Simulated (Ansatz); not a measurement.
# Generalised stacking fault on (111) (glide set) of a GaP-AlP solid solution (72 atoms): support functions against a reference, part 2 of 3

Wanted: errors and times of a linear-scaling basis for generalised stacking fault on (111) (glide set) of a GaP-AlP solid solution (72 atoms). A setting counts as converged where the r.m.s. difference of forces stays under 1 % of the r.m.s. force.

Ansatz 0.2.0; Kohn-Sham DFT, PBE, PAW (set soft_2), plane waves.

The cell: 18 Al, 36 P and 18 Ga. The host structure and its lattice constant were typed by rule, without a check against the phase diagram.

So far. Step 3 (Support functions medium): Forces differ from the reference by 0.29 meV/Å r.m.s., 0.092 % of their size, well within a tolerance of 1 %; the energy by -0.85 meV/atom. It took 86 s and 13 cycles; the reference's time can't be set against it, since the two runs asked for unlike analyses. The two runs also began from different starting densities, which bears on cycles and time.

**5. Support functions high**

With localised support functions most steps grow linearly with size, though the diagonalisation grows faster unless the density matrix is cut; this run measures error and cost at this size. The level high gives here a grid of 36×72×108 points and a radius of 4.89 Å.

This step: Kohn-Sham DFT, PBE, PAW (set soft_2), localised support functions (high) (Ansatz 0.2.0).

Contents of input.yaml:

```yaml
crystal:
  lattice:
    - [6.68331, 0.0, 0.0]
    - [0.0, 11.57583, 0.0]
    - [2.22775, 0.0, 19.10326]
  atoms:
    [... the 72 atom lines of step 2 ...]
kpoints:
  mp_grid: { grid: [2, 1, 1] }
hamiltonian:
  xc: pbe
scf:
  occupations: { method: fermi_dirac, width: 0.025 }
  eigensolver: { kind: { support_functions: { accuracy: high } } }
  mixing: { beta: 0.4 }
  max_iter: 150
output:
  forces: true
```

The run is started by

```sh
> ansatz run input.yaml --threads 4 --pin off --max-ram 8192MiB --backend cpu --events-out ev --progress --plain --runs-dir out
```

Log:

```text
[...]
Crystal: 72 atoms, lattice volume = 1477.921 Å³
Basis set: ecut = 420 eV, 28905 PW (Γ), exchange–correlation on 90×180×270 points (8 copies of the dense FFT grid, shifted against one another)
Bands: 281, of which v1, the nominal top of the filled ones, is band 234 counted from 1 (233 counted from 0)
Symmetry: 1 space group operations
k-points: 2
[...]
Eigensolver: Support functions (high, 36×72×108 points, laid for a spacing of at most 0.192795 Å, radius 4.889881 Å, 0 species' potentials softened for the grid, 3 wholly corrected for its errors in the mean over positions, 3 with the egg-box correction, energy correction by stochastic trace)
[...]
SCF iter   1: F=—  HF=-104988.345627 eV  |F-HF|=—  |Δ(HF+E_count)|=         —  Δρ=3.75e-2  dr2=2.05e1  ethr=1.00e-1
[...]
SCF iter  15: F=—  HF=-105008.117771 eV  |F-HF|=—  |Δ(HF+E_count)|=   1.95e-4  Δρ=3.03e-6  dr2=1.54e-7  ethr=2.72e-11  κ⁻¹=1.2e-7(r=7)
SCF iter  16: F=-105008.117824 eV  HF=-105008.117823 eV  |F-HF|=3.13e-8  |Δ(HF+E_count)|=   5.29e-5  Δρ=1.13e-6  dr2=2.42e-8  ethr=2.72e-11
SCF 1 converged in 16 iterations: F = -105008.119895 eV  dr2 = 2.42e-8
[...]
SCF converged after 16 iterations
[...]
Free energy (F): -105008.119895 eV
[...]
Internal energy: -105008.119895 eV  (E = F + TS)
E sigma→0 (E₀):  -105008.119895 eV
Fermi energy:    6.974971 eV
[...]
Σ components = -105008.119895   (vs F -105008.119895, Δ=0.00e0)
--- Forces (eV/Å), atoms counted from 1 ---
  atom   1  Al     0.10695228     0.11682367    -1.11517126
  atom   2  P     -0.33535363    -0.02261053    -0.10990651
  atom   3  Ga     0.09052741    -0.05636129     0.16577036
  atom   4  P     -0.25222301    -0.26234406    -0.07242139
[...]
atom  72  P      0.01924997     0.07724162     0.87662478
  max |Σ_I F_I| component: 3.82e-4 eV/Å
--- Band table (eV) ---
[...]
```

The job ended after 4.8 min (4 threads of Arm Neoverse V2, shared host; peak memory 5 GiB; 19 min of CPU time).

Keys that differ from the reference: support_functions.accuracy = "high", scf.max_iter = 150 and scf.mixing.beta = 0.4.

Forces differ from the reference by 0.051 meV/Å r.m.s., 0.016 % of their size, well within a tolerance of 1 %; the energy by -0.86 meV/atom. It took 4.8 min and 16 cycles; the reference's time can't be set against it, since the two runs asked for unlike analyses. The two runs also began from different starting densities, which bears on cycles and time.

**6. Support functions medium, radius 3.96 Å**

The radius confines each support function; a larger one gives more freedom and more work per atom.

This step: Kohn-Sham DFT, PBE, PAW (set soft_2), localised support functions (medium) (Ansatz 0.2.0).

input.yaml, the sections that differ from step 5:

```yaml
scf:
  occupations: { method: fermi_dirac, width: 0.025 }
  eigensolver: { kind: { support_functions: { accuracy: medium, radius: 3.96 } } }
  mixing: { beta: 0.4 }
  max_iter: 150
# crystal, kpoints, hamiltonian, output: as in step 5
```

Log:

```text
[...]
Crystal: 72 atoms, lattice volume = 1477.921 Å³
Basis set: ecut = 420 eV, 28905 PW (Γ), exchange–correlation on 90×160×270 points (8 copies of the dense FFT grid, shifted against one another)
Bands: 281, of which v1, the nominal top of the filled ones, is band 234 counted from 1 (233 counted from 0)
Symmetry: 1 space group operations
k-points: 2
[...]
SCF iter   1: F=—  HF=-104982.973760 eV  |F-HF|=—  |Δ(HF+E_count)|=         —  Δρ=3.74e-2  dr2=1.98e1  ethr=1.00e-1
[...]
SCF iter  13: F=—  HF=-105008.077358 eV  |F-HF|=—  |Δ(HF+E_count)|=   1.66e-3  Δρ=8.37e-6  dr2=1.20e-6  ethr=7.45e-10  κ⁻¹=7.1e-7(r=7)
SCF iter  14: F=-105008.078841 eV  HF=-105008.078841 eV  |F-HF|=7.46e-8  |Δ(HF+E_count)|=   1.48e-3  Δρ=3.79e-6  dr2=1.73e-7  ethr=2.57e-10
SCF 1 converged in 14 iterations: F = -105008.119951 eV  dr2 = 1.73e-7
[...]
SCF converged after 14 iterations
[...]
Free energy (F): -105008.119951 eV
[...]
Internal energy: -105008.119951 eV  (E = F + TS)
E sigma→0 (E₀):  -105008.119951 eV
Fermi energy:    6.975696 eV
[...]
Σ components = -105008.119951   (vs F -105008.119951, Δ=0.00e0)
--- Forces (eV/Å), atoms counted from 1 ---
  atom   1  Al     0.10687555     0.11686676    -1.11560334
  atom   2  P     -0.33517986    -0.02312525    -0.10996113
  atom   3  Ga     0.09036603    -0.05639683     0.16607759
  atom   4  P     -0.25286635    -0.26217284    -0.07251805
[...]
atom  72  P      0.01914425     0.07746937     0.87634071
  max |Σ_I F_I| component: 4.19e-3 eV/Å
--- Band table (eV) ---
[...]
```

Run time: 88 s. Hardware: 4 threads; peak memory 2.7 GiB.

Keys that differ from the reference: support_functions.accuracy = "medium", support_functions.radius = 3.96, scf.max_iter = 150 and scf.mixing.beta = 0.4.

Forces differ from the reference by 0.30 meV/Å r.m.s., 0.096 % of their size, well within a tolerance of 1 %; the energy by -0.86 meV/atom. It took 88 s and 14 cycles; the reference's time can't be set against it, since the two runs asked for unlike analyses. The two runs also began from different starting densities, which bears on cycles and time.

**7. Support functions medium, radius 4.29 Å**

The radius confines each support function; a larger one gives more freedom and more work per atom.

input.yaml, the sections that differ from step 6:

```yaml
scf:
  occupations: { method: fermi_dirac, width: 0.025 }
  eigensolver: { kind: { support_functions: { accuracy: medium, radius: 4.29 } } }
  mixing: { beta: 0.4 }
  max_iter: 150
# crystal, kpoints, hamiltonian, output: as in step 6
```

Log:

```text
[...]
Crystal: 72 atoms, lattice volume = 1477.921 Å³
Basis set: ecut = 420 eV, 28905 PW (Γ), exchange–correlation on 90×160×270 points (8 copies of the dense FFT grid, shifted against one another)
Bands: 281, of which v1, the nominal top of the filled ones, is band 234 counted from 1 (233 counted from 0)
Symmetry: 1 space group operations
k-points: 2
[...]
SCF iter   1: F=—  HF=-104987.020902 eV  |F-HF|=—  |Δ(HF+E_count)|=         —  Δρ=3.74e-2  dr2=2.01e1  ethr=1.00e-1
[...]
SCF iter  12: F=—  HF=-105008.099211 eV  |F-HF|=—  |Δ(HF+E_count)|=   1.17e-3  Δρ=9.40e-6  dr2=1.53e-6  ethr=1.01e-8  κ⁻¹=8.1e-7(r=7)
SCF iter  13: F=-105008.100182 eV  HF=-105008.100182 eV  |F-HF|=2.01e-8  |Δ(HF+E_count)|=   9.70e-4  Δρ=5.56e-6  dr2=5.64e-7  ethr=3.28e-10
SCF 1 converged in 13 iterations: F = -105008.119760 eV  dr2 = 5.64e-7
[...]
SCF converged after 13 iterations
[...]
Free energy (F): -105008.119760 eV
[...]
Internal energy: -105008.119760 eV  (E = F + TS)
E sigma→0 (E₀):  -105008.119760 eV
Fermi energy:    6.975343 eV
[...]
Σ components = -105008.119760   (vs F -105008.119760, Δ=0.00e0)
--- Forces (eV/Å), atoms counted from 1 ---
  atom   1  Al     0.10683998     0.11676709    -1.11566517
  atom   2  P     -0.33556373    -0.02272380    -0.10983274
  atom   3  Ga     0.09057188    -0.05641193     0.16574098
  atom   4  P     -0.25246144    -0.26226919    -0.07200973
[...]
atom  72  P      0.01944549     0.07715385     0.87656275
  max |Σ_I F_I| component: 2.64e-3 eV/Å
--- Band table (eV) ---
[...]
```

It took 1.7 min on 4 threads; peak memory 3 GiB.

Keys that differ from the reference: support_functions.accuracy = "medium", support_functions.radius = 4.29, scf.max_iter = 150 and scf.mixing.beta = 0.4.

Forces differ from the reference by 0.23 meV/Å r.m.s., 0.072 % of their size, well within a tolerance of 1 %; the energy by -0.85 meV/atom. It took 1.7 min and 13 cycles; the reference's time can't be set against it, since the two runs asked for unlike analyses. The two runs also began from different starting densities, which bears on cycles and time.

**8. Support functions medium, radius 4.58 Å**

The radius confines each support function; a larger one gives more freedom and more work per atom.

input.yaml, the sections that differ from step 7:

```yaml
scf:
  occupations: { method: fermi_dirac, width: 0.025 }
  eigensolver: { kind: { support_functions: { accuracy: medium, radius: 4.58 } } }
  mixing: { beta: 0.4 }
  max_iter: 150
# crystal, kpoints, hamiltonian, output: as in step 7
```

Log:

```text
[...]
Crystal: 72 atoms, lattice volume = 1477.921 Å³
Basis set: ecut = 420 eV, 28905 PW (Γ), exchange–correlation on 90×160×270 points (8 copies of the dense FFT grid, shifted against one another)
Bands: 281, of which v1, the nominal top of the filled ones, is band 234 counted from 1 (233 counted from 0)
Symmetry: 1 space group operations
k-points: 2
[...]
SCF iter   1: F=—  HF=-104988.142623 eV  |F-HF|=—  |Δ(HF+E_count)|=         —  Δρ=3.74e-2  dr2=2.03e1  ethr=1.00e-1
[...]
SCF iter  12: F=—  HF=-105008.111795 eV  |F-HF|=—  |Δ(HF+E_count)|=   4.68e-4  Δρ=1.02e-5  dr2=1.63e-6  ethr=7.52e-9  κ⁻¹=1.4e-6(r=7)
SCF iter  13: F=-105008.112167 eV  HF=-105008.112167 eV  |F-HF|=1.11e-7  |Δ(HF+E_count)|=   3.72e-4  Δρ=5.44e-6  dr2=4.99e-7  ethr=3.48e-10
SCF 1 converged in 13 iterations: F = -105008.119450 eV  dr2 = 4.99e-7
[...]
SCF converged after 13 iterations
[...]
Free energy (F): -105008.119450 eV
[...]
Internal energy: -105008.119450 eV  (E = F + TS)
E sigma→0 (E₀):  -105008.119450 eV
Fermi energy:    6.975106 eV
[...]
Σ components = -105008.119450   (vs F -105008.119450, Δ=0.00e0)
--- Forces (eV/Å), atoms counted from 1 ---
  atom   1  Al     0.10681395     0.11669543    -1.11548065
  atom   2  P     -0.33546812    -0.02266072    -0.10979936
  atom   3  Ga     0.09071824    -0.05645284     0.16573582
  atom   4  P     -0.25251292    -0.26216932    -0.07229125
[...]
atom  72  P      0.01929516     0.07725890     0.87680417
  max |Σ_I F_I| component: 2.24e-3 eV/Å
--- Band table (eV) ---
[...]
```

Elapsed: 2.1 min, on 4 threads; peak memory 3.3 GiB; 8.3 min of CPU time.

Keys that differ from the reference: support_functions.accuracy = "medium", support_functions.radius = 4.58, scf.max_iter = 150 and scf.mixing.beta = 0.4.

Forces differ from the reference by 0.16 meV/Å r.m.s., 0.050 % of their size, well within a tolerance of 1 %; the energy by -0.85 meV/atom. It took 2.1 min and 13 cycles; the reference's time can't be set against it, since the two runs asked for unlike analyses. The two runs also began from different starting densities, which bears on cycles and time.

**9. Support functions medium, radius 4.9 Å**

The radius confines each support function; a larger one gives more freedom and more work per atom.

input.yaml, the sections that differ from step 8:

```yaml
scf:
  occupations: { method: fermi_dirac, width: 0.025 }
  eigensolver: { kind: { support_functions: { accuracy: medium, radius: 4.9 } } }
  mixing: { beta: 0.4 }
  max_iter: 150
# crystal, kpoints, hamiltonian, output: as in step 8
```

Log:

```text
[...]
Crystal: 72 atoms, lattice volume = 1477.921 Å³
Basis set: ecut = 420 eV, 28905 PW (Γ), exchange–correlation on 90×160×270 points (8 copies of the dense FFT grid, shifted against one another)
Bands: 281, of which v1, the nominal top of the filled ones, is band 234 counted from 1 (233 counted from 0)
Symmetry: 1 space group operations
k-points: 2
[...]
SCF iter   1: F=—  HF=-104988.335549 eV  |F-HF|=—  |Δ(HF+E_count)|=         —  Δρ=3.75e-2  dr2=2.05e1  ethr=1.00e-1
[...]
SCF iter  12: F=—  HF=-105008.116586 eV  |F-HF|=—  |Δ(HF+E_count)|=   1.80e-4  Δρ=9.46e-6  dr2=1.51e-6  ethr=4.08e-9  κ⁻¹=1.1e-6(r=7)
SCF iter  13: F=-105008.116725 eV  HF=-105008.116725 eV  |F-HF|=2.42e-7  |Δ(HF+E_count)|=   1.39e-4  Δρ=5.15e-6  dr2=4.35e-7  ethr=3.22e-10
SCF 1 converged in 13 iterations: F = -105008.119363 eV  dr2 = 4.35e-7
[...]
SCF converged after 13 iterations
[...]
Free energy (F): -105008.119363 eV
[...]
Internal energy: -105008.119363 eV  (E = F + TS)
E sigma→0 (E₀):  -105008.119363 eV
Fermi energy:    6.975041 eV
[...]
Σ components = -105008.119363   (vs F -105008.119363, Δ=0.00e0)
--- Forces (eV/Å), atoms counted from 1 ---
  atom   1  Al     0.10678704     0.11673391    -1.11548110
  atom   2  P     -0.33544741    -0.02266003    -0.10975672
  atom   3  Ga     0.09073551    -0.05639995     0.16567737
  atom   4  P     -0.25245115    -0.26223091    -0.07232723
[...]
atom  72  P      0.01934727     0.07726336     0.87685431
  max |Σ_I F_I| component: 1.48e-3 eV/Å
--- Band table (eV) ---
[...]
```

Elapsed: 2.7 min, on 4 threads; peak memory 3.7 GiB; 10 min of CPU time.

Keys that differ from the reference: support_functions.accuracy = "medium", support_functions.radius = 4.9, scf.max_iter = 150 and scf.mixing.beta = 0.4.

Forces differ from the reference by 0.13 meV/Å r.m.s., 0.043 % of their size, well within a tolerance of 1 %; the energy by -0.85 meV/atom. It took 2.7 min and 13 cycles; the reference's time can't be set against it, since the two runs asked for unlike analyses. The two runs also began from different starting densities, which bears on cycles and time.

**10. Support functions medium, radius 5.52 Å**

The radius confines each support function; a larger one gives more freedom and more work per atom.

input.yaml, the sections that differ from step 9:

```yaml
scf:
  occupations: { method: fermi_dirac, width: 0.025 }
  eigensolver: { kind: { support_functions: { accuracy: medium, radius: 5.52 } } }
  mixing: { beta: 0.4 }
  max_iter: 150
# crystal, kpoints, hamiltonian, output: as in step 9
```

Log:

```text
[...]
Crystal: 72 atoms, lattice volume = 1477.921 Å³
Basis set: ecut = 420 eV, 28905 PW (Γ), exchange–correlation on 90×160×270 points (8 copies of the dense FFT grid, shifted against one another)
Bands: 281, of which v1, the nominal top of the filled ones, is band 234 counted from 1 (233 counted from 0)
Symmetry: 1 space group operations
k-points: 2
[...]
SCF iter   1: F=—  HF=-104988.233856 eV  |F-HF|=—  |Δ(HF+E_count)|=         —  Δρ=3.76e-2  dr2=2.09e1  ethr=1.00e-1
[...]
SCF iter  12: F=—  HF=-105008.118874 eV  |F-HF|=—  |Δ(HF+E_count)|=   5.23e-5  Δρ=1.04e-5  dr2=1.93e-6  ethr=3.38e-9  κ⁻¹=1.1e-6(r=7)
SCF iter  13: F=-105008.118907 eV  HF=-105008.118907 eV  |F-HF|=1.09e-7  |Δ(HF+E_count)|=   3.29e-5  Δρ=4.76e-6  dr2=3.87e-7  ethr=4.12e-10
SCF 1 converged in 13 iterations: F = -105008.119348 eV  dr2 = 3.87e-7
[...]
SCF converged after 13 iterations
[...]
Free energy (F): -105008.119348 eV
[...]
Internal energy: -105008.119348 eV  (E = F + TS)
E sigma→0 (E₀):  -105008.119348 eV
Fermi energy:    6.975019 eV
[...]
Σ components = -105008.119348   (vs F -105008.119348, Δ=0.00e0)
--- Forces (eV/Å), atoms counted from 1 ---
  atom   1  Al     0.10680400     0.11674414    -1.11543808
  atom   2  P     -0.33544367    -0.02263725    -0.10976131
  atom   3  Ga     0.09072972    -0.05636151     0.16574647
  atom   4  P     -0.25241568    -0.26223731    -0.07234567
[...]
atom  72  P      0.01931736     0.07721397     0.87684354
  max |Σ_I F_I| component: 1.48e-3 eV/Å
--- Band table (eV) ---
[...]
```

Elapsed: 4.3 min, on 4 threads; peak memory 4.7 GiB.

Keys that differ from the reference: support_functions.accuracy = "medium", support_functions.radius = 5.52, scf.max_iter = 150 and scf.mixing.beta = 0.4.

Forces differ from the reference by 0.12 meV/Å r.m.s., 0.039 % of their size, well within a tolerance of 1 %; the energy by -0.85 meV/atom. It took 4.3 min and 13 cycles; the reference's time can't be set against it, since the two runs asked for unlike analyses. The two runs also began from different starting densities, which bears on cycles and time.

**11. Support functions medium, radius 6.13 Å**

The radius confines each support function; a larger one gives more freedom and more work per atom.

input.yaml, the sections that differ from step 10:

```yaml
scf:
  occupations: { method: fermi_dirac, width: 0.025 }
  eigensolver: { kind: { support_functions: { accuracy: medium, radius: 6.13 } } }
  mixing: { beta: 0.4 }
  max_iter: 150
# crystal, kpoints, hamiltonian, output: as in step 10
```

Log:

```text
[...]
Crystal: 72 atoms, lattice volume = 1477.921 Å³
Basis set: ecut = 420 eV, 28905 PW (Γ), exchange–correlation on 90×160×270 points (8 copies of the dense FFT grid, shifted against one another)
Bands: 281, of which v1, the nominal top of the filled ones, is band 234 counted from 1 (233 counted from 0)
Symmetry: 1 space group operations
k-points: 2
[...]
SCF iter   1: F=—  HF=-104988.251796 eV  |F-HF|=—  |Δ(HF+E_count)|=         —  Δρ=3.77e-2  dr2=2.10e1  ethr=1.00e-1
[...]
SCF iter  12: F=—  HF=-105008.119228 eV  |F-HF|=—  |Δ(HF+E_count)|=   2.95e-5  Δρ=1.85e-5  dr2=6.53e-6  ethr=2.56e-9  κ⁻¹=6.1e-7(r=7)
SCF iter  13: F=-105008.119226 eV  HF=-105008.119226 eV  |F-HF|=4.66e-10  |Δ(HF+E_count)|=   2.09e-6  Δρ=4.27e-6  dr2=3.31e-7  ethr=1.39e-9
SCF 1 converged in 13 iterations: F = -105008.119345 eV  dr2 = 3.31e-7
[...]
SCF converged after 13 iterations
[...]
Free energy (F): -105008.119345 eV
[...]
Internal energy: -105008.119345 eV  (E = F + TS)
E sigma→0 (E₀):  -105008.119345 eV
Fermi energy:    6.975021 eV
[...]
Σ components = -105008.119345   (vs F -105008.119345, Δ=0.00e0)
--- Forces (eV/Å), atoms counted from 1 ---
  atom   1  Al     0.10682279     0.11675299    -1.11546889
  atom   2  P     -0.33541497    -0.02260795    -0.10966686
  atom   3  Ga     0.09073183    -0.05637528     0.16573292
  atom   4  P     -0.25238500    -0.26226518    -0.07234215
[...]
atom  72  P      0.01930034     0.07722124     0.87692666
  max |Σ_I F_I| component: 1.68e-3 eV/Å
--- Band table (eV) ---
[...]
```

It took 6.4 min on 4 threads; peak memory 5.7 GiB; 25 min of CPU time.

Keys that differ from the reference: support_functions.accuracy = "medium", support_functions.radius = 6.13, scf.max_iter = 150 and scf.mixing.beta = 0.4.

Forces differ from the reference by 0.12 meV/Å r.m.s., 0.040 % of their size, well within a tolerance of 1 %; the energy by -0.85 meV/atom. It took 6.4 min and 13 cycles; the reference's time can't be set against it, since the two runs asked for unlike analyses. The two runs also began from different starting densities, which bears on cycles and time.

**12. A changed input**

The input is spoilt on purpose; the run shows how that looks.

This step: Kohn-Sham DFT, PBE, PAW (set soft_2), plane waves (Ansatz 0.2.0).

input.yaml, the sections that differ from step 11:

```yaml
scf:
  occupations: { method: fermi_dirac, width: 0.025 }
  max_iter: 50
basis:
  ecutwfc: "30 meV"
# crystal, kpoints, hamiltonian, output: as in step 11
```

Log:

```text
Error: inconsistent input (basis.ecutwfc, kpoints): the smallest per-k basis holds n_pw = 0 plane waves (k-point 1, counted from 0 among those solved) but the deck needs at least 235 band(s) per channel, and no run solves more bands than the smallest per-k basis has plane waves; [...]
```

Wall time 0.04 s (4 threads); peak memory 0.074 GiB.

The program refused the input before any cycle.

The program's message: “Error: inconsistent input (basis.ecutwfc, kpoints): the smallest per-k basis holds n_pw = 0 plane waves (k-point 1, counted from 0 among those solved) but the deck needs at least 235 band(s) per chann …”

The fault in the input: a cutoff in the wrong unit (basis.ecutwfc = "30 meV"). The fix is to take out basis.ecutwfc.

(Part 2 of 3 ends here.)

[Logs are printed without paths, hosts, clocks, repeated set-up lines and the standing remarks that a program may print on its own settings, such as how far it seeks lower states.]

[Hosts, paths, dates, database ids (printed as entryN), source tags and the programs' standing remarks are cut or masked in the printed files.]
